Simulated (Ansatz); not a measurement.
Crystal: Hg.

```
CELL_PARAMETERS angstrom
3.46181 0.00000 0.00000
-1.73090 2.99802 0.00000
0.00000 0.00000 5.48755
ATOMIC_POSITIONS crystal
Hg 0.33333 0.66667 0.25000
Hg 0.66667 0.33333 0.75000
```

| Quantity | Value |
| --- | --- |
| Program | Ansatz 0.2.0 |
| Task | relaxation of cell and atoms |
| Functional | PBE |
| Potentials or basis | all-electron LAPW, scalar-relativistic |
| Basis error allowed | 0.001 eV/atom |
| k mesh | 7 × 7 × 4 |
| Occupations | fermi-dirac, width 0.05 eV |
| Spin | no spin polarisation |

At the start: volume 28.48 Å³/atom.

Question: Where does the relaxation end?

Answer: Over 6 steps the energy falls by 8.9 meV/atom and the volume is 31.57 Å³/atom (+10.9 %); space group P6_3/mmc (No. 194, to 0.05 Å).

Step by step:
```tsv
step	energy change (eV)	largest force (eV/Å)	volume (Å³)
1	0.0000	0.0000	56.95
2	-0.0090	0.0000	58.50
3	-0.0167	0.0000	61.35
4	-0.0177	0.0000	62.61
5	-0.0178	0.0000	63.13
6	-0.0178	0.0000	63.13
```

Final structure:
```xyz
2
Lattice="3.5682 0.0000 0.0000 -1.7841 3.0901 0.0000 0.0000 0.0000 5.7259" Properties=species:S:1:pos:R:3 pbc="T T T"
Hg    0.0000    2.0601    1.4315
Hg    1.7841    1.0300    4.2944
```

Caveat: the k mesh is thin for a metal, which can move the energy by tens of meV per atom.
